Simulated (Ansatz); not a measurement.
# Localised basis functions on rock-salt ZrC, displaced supercell (64 atoms)

Aim: test how closely localised support functions follow the reference on rock-salt ZrC, displaced supercell (64 atoms), and at what cost. A setting counts as converged where the r.m.s. difference of forces stays under 1 % of the r.m.s. force.

Calculated with Ansatz 0.2.0; Kohn-Sham DFT, PBE, PAW (set soft_2), plane waves.

This is a report of a sequence of runs, with most program output left out.

## Step 1: Starting point

The cell holds 64 atoms: 32 Zr and 32 C. Its edges and angles: a = 9.396 Å, b = 9.396 Å, c = 9.396 Å, α = 90.0°, β = 90.0°, γ = 90.0°. It derives from ZrC (rock-salt), repeated 2×2×2. Rock-salt ZrC (a = 4.698 Å), 2 x 2 x 2 conventional cells; every coordinate displaced by a Gaussian of 0.02 Å.

## Step 2: Plane-wave single point

The first run fixes the reference, at a cutoff of 420 eV.

Contents of input.yaml:

```yaml
crystal:
  lattice:
    - [9.396, 0.0, 0.0]
    - [0.0, 9.396, 0.0]
    - [0.0, 0.0, 9.396]
  atoms:
    - { symbol: Zr, position: [0.99844, 0.00493, 0.99967] }
    - { symbol: C, position: [0.24771, 0.00325, 0.99952] }
    - { symbol: Zr, position: [0.00234, 0.2511, 0.25261] }
    - { symbol: C, position: [0.24815, 0.24707, 0.2486] }
    - { symbol: Zr, position: [0.24874, 0.99738, 0.25053] }
    - { symbol: C, position: [0.00129, 0.00348, 0.2515] }
    - { symbol: Zr, position: [0.24922, 0.25084, 0.99696] }
    - { symbol: C, position: [0.00387, 0.25091, 0.9994] }
[... 52 atom lines left out ...]
    - { symbol: Zr, position: [0.75349, 0.50111, 0.74871] }
    - { symbol: C, position: [0.49609, 0.49821, 0.75053] }
    - { symbol: Zr, position: [0.74658, 0.74985, 0.50304] }
    - { symbol: C, position: [0.49774, 0.7506, 0.50073] }
kpoints:
  mp_grid: { grid: [2, 2, 2] }
hamiltonian:
  xc: pbe
scf:
  occupations: { method: gaussian, width: 0.025 }
output:
  forces: true
  stress: true
  populations: true
  dos:
    method: { smearing: { sigma: 0.1 } }
    de: 0.1
    projected: { site_lists: { C: [C], Zr: [Zr] } }
  eigenvalues: true
  write_density: true
  write_potential: true
  volumetric_format: npy
```

Command:

```
ansatz run input.yaml --threads 4 --pin off --max-ram 8192MiB --backend cpu --events-out ev --progress --plain --runs-dir out
```

It took 2.2 min on 4 threads of Arm Neoverse V1, shared host; peak memory 5.8 GiB; 8.5 min of CPU time.

Read from the output:

| Property | Result |
| --- | --- |
| free energy | -141968.0427 eV |
| free energy per atom | -2218.2507 eV/atom |
| SCF cycles | 7 |
| pressure | 1.596 GPa |
| r.m.s. force component | 0.3045 eV/Å |
| longest force | 1.165 eV/Å |
| Fermi energy | 14.83 eV |
| levels partly filled by over 2 per cent | 12 |
| spilling of the projection | 0.002679 |

The r.m.s. force component of 0.30 eV/Å sets the scale for the differences below.

## Step 3: Support functions low

The cell is solved in localised support functions. The level low gives here a grid of 48×48×48 points and a radius of 3.64 Å.

This step: Kohn-Sham DFT, PBE, PAW (set soft_2), localised support functions (low) (Ansatz 0.2.0).

input.yaml, the sections that differ from step 2:

```yaml
scf:
  occupations: { method: gaussian, width: 0.025 }
  eigensolver: { kind: { support_functions: { accuracy: low } } }
  max_iter: 150
output:
  forces: true
  eigenvalues: true
# crystal, kpoints, hamiltonian: as in step 2
```

The job ended after 2.9 min (4 threads; peak memory 3 GiB).

The program notes that the band table was not solved further than the SCF left it and it switched symmetry off.

Keys that differ from the reference: support_functions.accuracy = "low" and scf.max_iter = 150.

Forces differ from the reference by 0.53 meV/Å r.m.s., 0.17 % of their size, well within a tolerance of 1 %; the energy by -1.5 meV/atom.

## Step 4: Support functions medium, spacing 0.45 Å (grid laid 0.392 Å)

The grid spacing sets how fine a wave the support functions can hold. The typed value is an upper bound: the grid laid has 24×24×24 points, 0.392 Å apart at most.

This step: Kohn-Sham DFT, PBE, PAW (set soft_2), localised support functions (medium) (Ansatz 0.2.0).

input.yaml, the sections that differ from step 3:

```yaml
scf:
  occupations: { method: gaussian, width: 0.025 }
  eigensolver: { kind: { support_functions: { accuracy: medium, spacing: 0.45 } } }
  max_iter: 150
# crystal, kpoints, hamiltonian, output: as in step 3
```

Elapsed: 1.7 min, on 4 threads; peak memory 1.7 GiB.

The program notes that the forces don't sum to zero within tolerance and the grid leaves an egg-box force.

Forces differ from the reference by 229 meV/Å r.m.s., 75 % of their size, far over a tolerance of 1 %; the energy by +111 meV/atom. The setting is coarser than the default on purpose.

## Step 5: Support functions medium, spacing 0.375 Å (grid laid 0.313 Å)

The grid spacing sets how fine a wave the support functions can hold. The typed value is an upper bound: the grid laid has 30×30×30 points, 0.313 Å apart at most.

input.yaml, the sections that differ from step 4:

```yaml
scf:
  occupations: { method: gaussian, width: 0.025 }
  eigensolver: { kind: { support_functions: { accuracy: medium, spacing: 0.375 } } }
  max_iter: 150
# crystal, kpoints, hamiltonian, output: as in step 4
```

It took 1.7 min on 4 threads; peak memory 1.9 GiB; 6 min of CPU time.

Forces differ from the reference by 26 meV/Å r.m.s., 8.7 % of their size, far over a tolerance of 1 %; the energy by -20 meV/atom. The setting is coarser than the default on purpose.

## Step 6: Cost against change

Differences are against the plane-wave reference (Kohn-Sham DFT, PBE, PAW (set soft_2), plane waves), whose r.m.s. force component is 0.305 eV/Å. Energies are set beside the reference only for runs with its functional, potentials and electron count. Times are for 4 threads of Arm Neoverse V1, shared host. The reference's time includes the DOS, the stress and grids, which some other runs skip.

```tsv
run	Δ force, r.m.s. (meV/Å)	share of r.m.s. force (%)	Δ energy (meV/atom)	cycles	time	host memory (GiB)
reference	-	-	-	7	2.2 min	5.8
support functions low	0.53	0.174	-1.51	9	2.9 min	3.0
support functions medium, spacing 0.45 Å (grid laid 0.392 Å)	229	75.1	111	11	1.7 min	1.7
support functions medium, spacing 0.375 Å (grid laid 0.313 Å)	26.4	8.66	-20.3	9	1.7 min	1.9
```

## Step 7: What the reference run shows

With the settings judged, the reference run is read for its physics.

Length of the force by element:

```tsv
element	coordination	atoms	mean length of the force (eV/Å)	spread	least	most
C	all	32	0.408	0.177	0.0709	0.885
Zr	all	32	0.558	0.217	0.113	1.17
```

Löwdin charges by element (they lack the spilled electrons, 0.021 e an atom on average):

```tsv
element	coordination	atoms	mean charge (e)	spread	least	most
C	all	32	-0.724	0.0032	-0.730	-0.719
Zr	all	32	0.767	0.0042	0.756	0.774
```

Density of states as counts of states in windows of 1 eV (from the Fermi level), total and the larger projections:

```tsv
from (eV)	to (eV)	total	Zr d	C p	C s	Zr s
-18	-12	0.0	0.0	0.0	0.0	0.0
-12	-11	0.3	0.0	0.0	0.1	0.2
-11	-10	7.6	0.6	0.1	3.6	3.1
-10	-9	41.8	10.6	0.4	24.9	4.4
-9	-8	14.3	2.3	0.1	10.6	0.6
-8	-6	0.0	0.0	0.0	0.0	0.0
-6	-5	1.0	0.4	0.4	0.0	0.2
-5	-4	15.6	5.9	7.4	0.3	1.9
-4	-3	31.8	10.5	17.0	0.6	3.0
-3	-2	79.6	32.3	43.0	1.0	0.7
-2	-1	53.1	23.2	28.1	0.6	0.3
-1	0	11.0	4.3	6.4	0.0	0.0
0	1	5.0	2.1	2.8	0.0	0.0
1	2	30.7	19.6	9.6	0.4	0.3
2	3	17.9	13.2	3.8	0.2	0.2
```

Between -26 and -18 eV lie 86 more states.

The stored curve holds about 342 of the 512 electrons; the rest, give or take the few that broadening carries across the Fermi level, lie in deeper levels below its range.

The levels nearest the highest filled one (over half full), pooled over k-points and spins:

```tsv
level less the highest filled one (eV)	occupation
-0.02	1.87
-0.0178	1.83
-0.0067	1.55
-0.0062	1.53
-0.0039	1.45
0	1.29
0.0137	0.687
0.0196	0.461
0.0197	0.461
0.0234	0.343
0.0256	0.283
0.0273	0.243
```

Electrostatic potential energy in the ac plane at fractional y = 0.000, with atoms of Zr and C within 0.2 Å of it. With pseudopotentials it is smooth inside the atoms' cores, unlike the true potential.

Values in eV, 13 rows by 16 columns, each cell a mean:
```
-42  -6  12 -10 -18  11   4 -33 -43  -8  12  -7 -17  11   4 -34
  7  13  14   9   6  12  14   9   7  13  14   8   6  13  14   8
-21  11   5 -32 -45 -10  11 -11 -20  10   3 -35 -44  -7  12 -10
-35   8   3 -40 -54 -16  10 -21 -33   8   0 -44 -53 -12  11 -21
  9  14  13   3  -1   9  15  11  10  14  12   2  -1  10  15  11
-29   0  14   2  -9  11   8 -20 -29  -2  13   1  -7  12   7 -22
-60 -15  11 -23 -46   3   0 -48 -60 -18  10 -26 -45   5  -1 -51
-14   5  15  10   6  14  10  -8 -15   4  14   9   6  14  10  -9
  4  14  10 -10 -15   5  14   8   4  14   9 -10 -14   6  15   8
-48   5  -2 -51 -59 -15  10 -27 -46   4  -3 -51 -59 -14  11 -27
 -4  13   7 -21 -27   0  14   3  -4  12   6 -22 -28   0  14   4
 -2  10  15  11   9  14  13   2  -2   9  14  10   8  14  12   1
-54 -12  11 -23 -34   8   1 -44 -54 -14  10 -23 -38   7   0 -46
```
Columns run along a (9.4 Å; values clipped at the 3rd and 97th percentile), rows up along c (9.4 Å). Atoms in or near the plane, at fractional coordinates: Zr at (0.00, 0.00), C at (0.25, 0.00), Zr at (0.25, 0.25), C at (0.00, 0.25), Zr at (0.00, 0.50), C at (0.25, 0.50), Zr at (0.25, 0.75), C at (0.00, 0.75), Zr at (0.50, 0.00), C at (0.75, 0.00), Zr at (0.75, 0.25), C at (0.50, 0.25), Zr at (0.50, 0.50), C at (0.75, 0.50) and more.

Valence density in the ac plane at fractional y = 0.000, with atoms of Zr and C within 0.2 Å of it. It is the smooth field of the valence electrons, not physical close to the nuclei.

Ten even steps from '0' (0.2 e/Å³) to '9' (3.9 e/Å³), each cell a mean:
```
98201233101599830123310159
53000121000145300011100014
10000000000001000000000000
10000122000011000012200001
32001588410123200169830012
43102899721234310398961023
32102799610233210289951013
21000255200011100035410001
00000011000000000001000000
21000011000022100001100002
85100233100378610023210037
89301343211698930134320169
98200233201599830123310159
53000111000146310011100014
10000000000011000000000000
10000122000011000012200001
32101687300123200168730012
43103989610234310398961023
32102899510133210389951013
11000354100012100035410001
00000010000000000001000000
21000010000022100001100002
95100232100379610023210038
89301343201698930134320169
```
Columns run along a (9.4 Å), rows up along c (9.4 Å). Atoms in or near the plane, at fractional coordinates: Zr at (0.00, 0.00), C at (0.25, 0.00), Zr at (0.25, 0.25), C at (0.00, 0.25), Zr at (0.00, 0.50), C at (0.25, 0.50), Zr at (0.25, 0.75), C at (0.00, 0.75), Zr at (0.50, 0.00), C at (0.75, 0.00), Zr at (0.75, 0.25), C at (0.50, 0.25), Zr at (0.50, 0.50), C at (0.75, 0.50) and more.

Mean Löwdin charges: C -0.72, Zr +0.77 e. Within 0.4 eV of the Fermi level the largest share is C p (75 % of the projected weight).

## Step 8: Local order

These statistics describe the geometry on which the runs were made.

Density 6.61 g/cm³, 12.96 Å³ an atom.

g(r), total and by pair (bins of 0.1 Å):

```tsv
r (Å)	total	C-C	C-Zr	Zr-Zr
2.15	0.00	0.00	0.00	0.00
2.25	0.56	0.00	1.12	0.00
2.35	10.10	0.00	20.20	0.00
2.45	0.55	0.00	1.10	0.00
2.55	0.00	0.00	0.00	0.00
2.65	0.00	0.00	0.00	0.00
2.75	0.00	0.00	0.00	0.00
2.85	0.00	0.00	0.00	0.00
2.95	0.00	0.00	0.00	0.00
3.05	0.00	0.00	0.00	0.00
3.15	0.00	0.00	0.00	0.00
3.25	2.65	5.18	0.00	5.41
3.35	8.55	17.10	0.00	17.00
3.45	0.03	0.11	0.00	0.00
3.55	0.00	0.00	0.00	0.00
3.65	0.00	0.00	0.00	0.00
3.75	0.00	0.00	0.00	0.00
3.85	0.00	0.00	0.00	0.00
3.95	0.08	0.00	0.16	0.00
4.05	4.16	0.00	8.32	0.00
4.15	0.74	0.00	1.48	0.00
4.25	0.00	0.00	0.00	0.00
4.35	0.00	0.00	0.00	0.00
4.45	0.00	0.00	0.00	0.00
4.55	0.00	0.00	0.00	0.00
4.65	1.55	3.07	0.00	3.13
4.75	1.25	2.54	0.00	2.48
4.85	0.00	0.00	0.00	0.00
4.95	0.00	0.00	0.00	0.00
5.05	0.00	0.00	0.00	0.00
5.15	0.28	0.00	0.55	0.00
5.25	8.25	0.00	16.50	0.00
5.35	0.44	0.00	0.89	0.00
5.45	0.00	0.00	0.00	0.00
5.55	0.00	0.00	0.00	0.00
5.65	0.23	0.48	0.00	0.44
5.75	6.90	13.80	0.00	13.80
5.85	0.35	0.68	0.00	0.72
5.95	0.00	0.00	0.00	0.00
6.05	0.00	0.00	0.00	0.00
6.15	0.00	0.00	0.00	0.00
6.25	0.00	0.00	0.00	0.00
6.35	0.00	0.00	0.00	0.00
6.45	0.00	0.00	0.00	0.00
```

Bonds by pair of elements; cutoffs follow the first minimum of g(r), held within bounds set by covalent radii, and pairs that aren't listed don't count as bonded:

```tsv
pair A-B	cutoff (Å)	bonds	mean length (Å)	spread (Å)	shortest (Å)	B about A	A about B
C-Zr	2.94	192	2.35	0.029	2.26	6	6
```

How many atoms have how many bonded neighbours:

```tsv
element	mean	6
C	6	32
Zr	6	32
```

First main peaks of g(r), for some of the pairs, lie near 3.32 Å (C-C), 2.35 Å (C-Zr) and 3.32 Å (Zr-Zr). With the cutoffs above, all C atoms have 6 and all Zr atoms have 6 bonded neighbours.

The surroundings of Zr13, which bears the longest force, nearest first, numbered as they follow in the input and with coordinates relative to it.

```tsv
atom	x	y	z	distance (Å)	bonds	Löwdin charge (e)	Fx	Fy	Fz (eV/Å)
Zr13	0.00	0.00	0.00	0.00	6	0.77	-0.63	-0.96	-0.20
C46	2.28	-0.06	0.00	2.28	6	-0.72	0.39	-0.04	0.04
C12	-0.08	2.29	-0.03	2.29	6	-0.72	0.48	0.16	0.14
C10	0.00	-0.07	-2.33	2.33	6	-0.72	-0.46	0.37	-0.34
C2	-0.06	-0.03	2.34	2.34	6	-0.72	0.25	-0.24	0.07
C14	-2.40	-0.04	-0.01	2.40	6	-0.72	0.02	-0.18	0.07
C28	-0.05	-2.41	0.00	2.41	6	-0.72	0.08	0.15	-0.01
Zr43	2.32	2.30	-0.01	3.26	6	0.77	0.04	0.02	-0.12
```

The column of bonds counts only the pairs C-Zr within 2.94 Å; other neighbours, such as metal atoms beside each other in a compound, aren't counted, and periodic images can show an atom twice.

## Step 9: Summary of results

```json
{
 "free energy per atom": "-2218.2507 eV/atom",
 "density": "6.613 g/cm³",
 "pressure": "1.596 GPa",
 "r.m.s. force component": "0.3045 eV/Å",
 "wall time of the 4 DFT runs": "8.4 min"
}
```

In words: Against plane waves at 420 eV, the forces differ by 0.53 meV/Å (0.17 %) with support functions low. At 64 atoms the run with support functions low takes roughly 1.3 times the time of plane waves (whose run also made extra analyses, so the like-for-like ratio is larger), in 9 SCF cycles against 7. Differences between support functions and plane waves include what basis error the plane-wave run still has.

12 levels are partly filled, by over 2 % (on the run's k-points): no clear gap opens at this level. With the cutoffs above, all C atoms have 6 and all Zr atoms have 6 bonded neighbours.

What to keep in mind: The geometry was built by rule, was displaced at random and isn't relaxed at this level: its force components are 0.30 eV/Å r.m.s. The pressure of 1.6 GPa belongs to a cell and atoms that aren't relaxed at this level.

[Logs are printed without paths, hosts, clocks, repeated set-up lines and the standing remarks that a program may print on its own settings, such as how far it seeks lower states.]

[Hosts, paths, dates, database ids (printed as entryN), source tags and the programs' standing remarks are cut or masked in the printed files.]
